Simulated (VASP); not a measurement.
# BaTiO3: cell size and functional, part 3 of 3

Aim: relax BaTiO3 at several levels of theory and compare the cells. The starting structure is a measured crystal structure from the Crystallography Open Database. The first relaxation on each setting starts from this cell expanded by 3 % in volume.

VASP 6.6.1.

Results so far: PBEsol 12.65 Å³ an atom; LDA 12.34 Å³ an atom; PBE 13.12 Å³ an atom; PBEsol + D3(BJ) 12.40 Å³ an atom; r2SCAN 12.88 Å³ an atom; PBEsol+U (Ti d 4 eV) 12.89 Å³ an atom.

## (8) Relaxation with LDA+U (Ti d 4 eV)

Level of this step: LDA, DFT+U (Ti d 4 eV), spin-polarised from an antiferromagnetic start; plane waves and PAW (Ba_sv, Ti_sv, O) (VASP).

This run starts from the cell of an earlier relaxation, which isn't shown; the restart sets up the plane waves anew.

Contents of INCAR:

```
SYSTEM = BaTiO3
PREC = Accurate
ENCUT = 520
EDIFF = 1E-06
NELM = 100
ISMEAR = 0
SIGMA = 0.03
LREAL = .FALSE.
ALGO = Normal
GGA = CA
NBANDS = 55
ISPIN = 2
MAGMOM = 0 0 1 -1 0 0 0 0 0 0
LDAU = .TRUE.
LDAUTYPE = 2
LDAUL = -1 2 -1
LDAUU = 0 4 0
LDAUJ = 0 0 0
LDAUPRINT = 1
LASPH = .TRUE.
LMAXMIX = 4
LORBIT = 11
LWAVE = .FALSE.
LCHARG = .FALSE.
KPAR = 16
IBRION = 2
NSW = 50
ISIF = 3
EDIFFG = -0.006
```

Contents of POSCAR:

```
BaTiO3
1.0
    3.9761223708      0.0000000000      0.0000000000
    0.0000000000      3.9761223708      0.0000000000
    0.0000000000      0.0000000000      7.9521249815
Ba Ti O
2 2 6
Direct
    0.5000000000      0.5000000000      0.2500000000
    0.5000000000      0.5000000000      0.7500000000
    0.0000000000      0.0000000000      0.0000000000
    0.0000000000      0.0000000000      0.5000000000
    0.0000000000      0.0000000000      0.2500000000
    0.0000000000      0.0000000000      0.7500000000
    0.0000000000      0.5000000000      0.0000000000
    0.0000000000      0.5000000000      0.5000000000
    0.5000000000      0.0000000000      0.0000000000
    0.5000000000      0.0000000000      0.5000000000
```

Contents of KPOINTS:

```
Automatic mesh
0
Gamma
6 6 4
0 0 0
```

Potentials, in the order of the species: Ba_sv, Ti_sv and O (LDA family, release 64).

Started as:

```console
$ mpirun -np 16 vasp_std
```

What it wrote:

```text
[... set-up lines as in an earlier step ...]
 entering main loop
       N       E                     dE             d eps       ncg     rms          rms(c)
DAV:   1     0.950164270624E+03    0.95016E+03   -0.38871E+04  6600   0.156E+03
DAV:   2     0.270122004361E+02   -0.92315E+03   -0.86152E+03  7143   0.451E+02
DAV:   3    -0.972824888854E+02   -0.12429E+03   -0.12204E+03  8608   0.166E+02
DAV:   4    -0.105452509624E+03   -0.81700E+01   -0.81423E+01 10128   0.379E+01
[...]
DAV:  13    -0.828145980991E+02    0.35813E-04   -0.25341E-04  9445   0.103E-01    0.427E-02
DAV:  14    -0.828146073476E+02   -0.92486E-05   -0.37983E-05  9388   0.381E-02    0.132E-02
DAV:  15    -0.828146076515E+02   -0.30385E-06   -0.65386E-06  7710   0.131E-02
   1 F= -.82814608E+02 E0= -.82814608E+02  d E =-.828146E+02  mag=    -0.0000
[...]
N       E                     dE             d eps       ncg     rms          rms(c)
DAV:   1    -0.828149802060E+02   -0.37286E-03   -0.11434E-02  8579   0.681E-01    0.164E-01
[...]
DAV:   5    -0.828145798996E+02   -0.30188E-05   -0.58802E-06  7933   0.858E-03    0.617E-03
DAV:   6    -0.828145814857E+02   -0.15861E-05   -0.33641E-06  7705   0.699E-03    0.190E-03
DAV:   7    -0.828145817271E+02   -0.24137E-06   -0.69857E-07  4570   0.322E-03
   2 F= -.82814582E+02 E0= -.82814582E+02  d E =0.259244E-04  mag=     0.0000
 trial-energy change:    0.000026  1 .order    0.000013   -0.000054    0.000079
 step:   0.2831(harm=  0.4054)  dis= 0.00000  next Energy=   -82.814615 (dE=-0.733E-05)
[...]
N       E                     dE             d eps       ncg     rms          rms(c)
DAV:   1    -0.828148198807E+02   -0.23839E-03   -0.59177E-03  8567   0.491E-01    0.118E-01
DAV:   2    -0.828146386187E+02    0.18126E-03   -0.69025E-04  8415   0.145E-01    0.435E-02
DAV:   3    -0.828146080998E+02    0.30519E-04   -0.14544E-04  9089   0.562E-02    0.736E-03
DAV:   4    -0.828146096000E+02   -0.15003E-05   -0.26129E-05  9636   0.198E-02    0.507E-03
DAV:   5    -0.828146111995E+02   -0.15995E-05   -0.33951E-06  6516   0.654E-03    0.411E-03
DAV:   6    -0.828146118689E+02   -0.66939E-06   -0.20581E-06  6121   0.567E-03
   3 F= -.82814612E+02 E0= -.82814612E+02  d E =-.421745E-05  mag=     0.0000
[...]
reached required accuracy - stopping structural energy minimisation
```

The job ended after 67 s (16 MPI ranks of Intel Xeon 6975P-C (Granite Rapids), shared host; peak memory 7.5 GiB; 17 min of CPU time).

From OUTCAR (step 8):

```text
  Total        0.0082086      0.0082086      0.0076729      0.0000000     -0.0000000      0.0000000
  in kB        0.1046371      0.1046371      0.0978079      0.0000000     -0.0000000      0.0000000
  external PRESSURE =       0.1023607 kB  Pullay stress =       0.0000000 kB

 POSITION                                       TOTAL-FORCE (eV/Angst)
 -----------------------------------------------------------------------------------
      1.98790      1.98790      1.98786        -0.000000      0.000000     -0.000000
      1.98790      1.98790      5.96359         0.000000      0.000000     -0.000000
      0.00000      0.00000      0.00000        -0.000000     -0.000000     -0.000000
      0.00000      0.00000      3.97573        -0.000000      0.000000     -0.000000
      0.00000      0.00000      1.98786         0.000000     -0.000000     -0.000000
      0.00000      0.00000      5.96359         0.000000     -0.000000     -0.000000
      0.00000      1.98790      0.00000         0.000000     -0.000000      0.000000
      0.00000      1.98790      3.97573         0.000000     -0.000000     -0.000000
      1.98790      0.00000      0.00000         0.000000     -0.000000      0.000000
      1.98790      0.00000      3.97573         0.000000     -0.000000     -0.000000
 -----------------------------------------------------------------------------------
    total drift:                                0.000000     -0.000000      0.000000

  FREE ENERGIE OF THE ION-ELECTRON SYSTEM (eV)
  ---------------------------------------------------
  free  energy   TOTEN  =       -82.8146118689 eV

  energy  without entropy=      -82.8146118689  energy(sigma->0) =      -82.81461187

 magnetization (x)
# of ion       s       p       d       tot
------------------------------------------
    1        0.000   0.000   0.000   0.000
    2        0.000   0.000   0.000   0.000
    3        0.000   0.000  -0.000   0.000
    4       -0.000  -0.000   0.000  -0.000
    5        0.000   0.000   0.000   0.000
    6        0.000   0.000   0.000   0.000
    7       -0.000  -0.000   0.000  -0.000
    8        0.000   0.000   0.000   0.000
    9       -0.000  -0.000   0.000  -0.000
   10        0.000   0.000   0.000   0.000
--------------------------------------------------
tot          0.000   0.000   0.000   0.000

[... 2 parts as in an earlier step ...]

[... 2 further parts left out ...]
[key lines of the parts left out:]
E-fermi :   4.1444
```

With LDA+U (Ti d 4 eV) the relaxed cell holds 12.569 Å³ an atom, -2.25 % against the measured cell, with a = 3.976 Å. That is -0.67 % from PBEsol.

## (9) Relaxation with r2SCAN + rVV10

rVV10 adds a nonlocal correlation energy for dispersion. This run starts from the cell of an earlier relaxation, which isn't shown; the restart sets up the plane waves anew.

Contents of INCAR:

```
SYSTEM = BaTiO3
PREC = Accurate
ENCUT = 520
EDIFF = 1E-06
NELM = 100
ISMEAR = 0
SIGMA = 0.03
LREAL = .FALSE.
ALGO = Normal
METAGGA = R2SCAN
LUSE_VDW = .TRUE.
IVDW_NL = 2
BPARAM = 11.95
CPARAM = 0.0093
LASPH = .TRUE.
NBANDS = 55
ISPIN = 2
MAGMOM = 0 0 1 -1 0 0 0 0 0 0
LMAXMIX = 4
LORBIT = 11
LWAVE = .FALSE.
LCHARG = .FALSE.
KPAR = 16
IBRION = 2
NSW = 50
ISIF = 3
EDIFFG = -0.006
```

Changes to POSCAR since step 8:

```diff
@@ -2,5 +2,5 @@
 1.0
-    3.9761223708      0.0000000000      0.0000000000
-    0.0000000000      3.9761223708      0.0000000000
-    0.0000000000      0.0000000000      7.9521249815
+    3.9989192685      0.0000000000      0.0000000000
+    0.0000000000      3.9989192685      0.0000000000
+    0.0000000000      0.0000000000      7.9977757317
 Ba Ti O
```

KPOINTS is that of step 8.

PAW data sets: Ba_sv, Ti_sv and O (PBE family, release 64).

Started as:

```console
$ mpirun -np 16 vasp_std
```

What it wrote:

```text
[banner, memory and clock lines left out]
running   16 mpi-ranks, on    1 nodes
[...]
[... a notice as in an earlier step ...]

|                                                                             |
|               ----> ADVICE to this user running VASP <----                  |
|                                                                             |
|     You have switched on vdW-DFT.                                           |
|     This routine was written and supplied by Jiri Klimes. We recommend      |
|     that you carefully read and cite the following publications:            |
|       J. Klimes, D.R. Bowler, A. Michelides                                 |
|          J. Phys.: Cond Matt. 22 022201 (2010)                              |
|       J. Klimes, D.R. Bowler, A. Michelides                                 |
|          Phys. Rev. B. 83, 195131 (2011)                                    |
|     and references therein.                                                 |
[...]
Total rVV10 correction in eV:      1.8060326    80.8698489
Total rVV10 correction in eV:      1.8060326    80.8698489
Total rVV10 correction in eV:      1.8060326    80.8698489
Total rVV10 correction in eV:      1.8060326    80.8698489
Total rVV10 correction in eV:      1.8060239    80.8698489
Total rVV10 correction in eV:      1.8060239    80.8698489
Total rVV10 correction in eV:      1.8060239    80.8698489
Total rVV10 correction in eV:      1.8060239    80.8698489
Total rVV10 correction in eV:      1.8060239    80.8698489
Total rVV10 correction in eV:      1.8060239    80.8698489
Total rVV10 correction in eV:      1.8060239    80.8698489
Total rVV10 correction in eV:      1.8060239    80.8698489
Total rVV10 correction in eV:      1.8060239    80.8698489
Total rVV10 correction in eV:      1.8060239    80.8698489
Total rVV10 correction in eV:      1.8060239    80.8698489
Total rVV10 correction in eV:      1.8060239    80.8698489
Total rVV10 correction in eV:      1.8060239    80.8698489
Total rVV10 correction in eV:      1.8060239    80.8698489
Total rVV10 correction in eV:      1.8060239    80.8698489
Total rVV10 correction in eV:      1.8060239    80.8698489
   1 F= -.14665705E+03 E0= -.14665705E+03  d E =-.146657E+03  mag=     0.0000
[...]
reached required accuracy - stopping structural energy minimisation
```

The job ended after 2.7 min (16 MPI ranks; peak memory 12 GiB).

Parts of OUTCAR (step 9):

```text
  Total       -0.0201715     -0.0201715     -0.0226080      0.0000000     -0.0000000      0.0000000
  in kB       -0.2526932     -0.2526932     -0.2832168      0.0000000     -0.0000000      0.0000000
  external PRESSURE =      -0.2628677 kB  Pullay stress =       0.0000000 kB

 POSITION                                       TOTAL-FORCE (eV/Angst)
 -----------------------------------------------------------------------------------
      1.99946      1.99946      1.99944        -0.000000     -0.000000      0.000000
      1.99946      1.99946      5.99833        -0.000000     -0.000000      0.000000
      0.00000      0.00000      0.00000         0.000000     -0.000000      0.000000
      0.00000      0.00000      3.99889         0.000000     -0.000000      0.000000
      0.00000      0.00000      1.99944        -0.000000      0.000000      0.000000
      0.00000      0.00000      5.99833        -0.000000      0.000000      0.000000
      0.00000      1.99946      0.00000        -0.000000     -0.000000     -0.000000
      0.00000      1.99946      3.99889        -0.000000     -0.000000      0.000000
      1.99946      0.00000      0.00000        -0.000000     -0.000000     -0.000000
      1.99946      0.00000      3.99889        -0.000000     -0.000000      0.000000
 -----------------------------------------------------------------------------------
    total drift:                                0.000000     -0.000000      0.000000

  FREE ENERGIE OF THE ION-ELECTRON SYSTEM (eV)
  ---------------------------------------------------
  free  energy   TOTEN  =      -146.6570534438 eV

  energy  without entropy=     -146.6570534438  energy(sigma->0) =     -146.65705344

[... 3 parts as in an earlier step ...]

[... 2 further parts left out ...]
[key lines of the parts left out:]
E-fermi :   3.6924
```

With r2SCAN + rVV10 the relaxed cell holds 12.790 Å³ an atom, -0.53 % against the measured cell, with a = 3.999 Å. That is +1.08 % from PBEsol.

## (10) All runs side by side

```csv
level,volume (Å³/atom),against the measured cell (%),a (Å),pressure left (GPa),core minutes
PBEsol,12.653,-1.59,3.9847,-0.04,41.9
LDA,12.341,-4.02,3.9516,-0.03,46.7
PBE,13.12,2.04,4.0331,0.01,27.7
PBEsol + D3(BJ),12.403,-3.54,3.9582,0.03,62.4
r2SCAN,12.883,0.2,4.0087,-0.01,94.4
PBEsol+U (Ti d 4 eV),12.889,0.24,4.0093,-0.04,35.5
LDA+U (Ti d 4 eV),12.569,-2.25,3.9758,0.01,49.1
r2SCAN + rVV10,12.79,-0.53,3.9989,-0.03,156.0
```

Core minutes are wall time times ranks, summed over the relaxations behind a row (those for a bulk modulus apart), on shared hosts.

## (11) Results

| Property | Result |
| --- | --- |
| volume, PBEsol | 12.65 Å³/atom |
| volume, LDA | 12.34 Å³/atom |
| volume, PBE | 13.12 Å³/atom |
| volume, PBEsol + D3(BJ) | 12.40 Å³/atom |
| volume, r2SCAN | 12.88 Å³/atom |
| volume, PBEsol+U (Ti d 4 eV) | 12.89 Å³/atom |
| volume, LDA+U (Ti d 4 eV) | 12.57 Å³/atom |
| volume, r2SCAN + rVV10 | 12.79 Å³/atom |

Across 8 levels the volume of BaTiO3 spans 6.3 %, from 12.34 Å³ an atom (LDA) to 13.12 Å³ (PBE). Against the measured volume of the starting structure, r2SCAN comes nearest (+0.2 %) and LDA lies farthest (-4.0 %). The measured cell holds zero-point expansion and, unless it was taken cold, thermal expansion, which the runs lack, so small differences decide nothing. Adding D3(BJ) to PBEsol changes the volume by -2.0 %. Adding rVV10 to r2SCAN changes the volume by -0.7 %. All runs keep the symmetry of the start, so they can't find a distortion of lower symmetry. Further runs on this material are not shown.

[Lines on the potential files, build, host, timing and source positions are cut from VASP's logs without a mark.]

[Logs are printed without paths, hosts, clocks, repeated set-up lines and the standing remarks that a program may print on its own settings, such as how far it seeks lower states.]

[Hosts, paths, dates, database ids (printed as entryN), source tags and the programs' standing remarks are cut or masked in the printed files.]
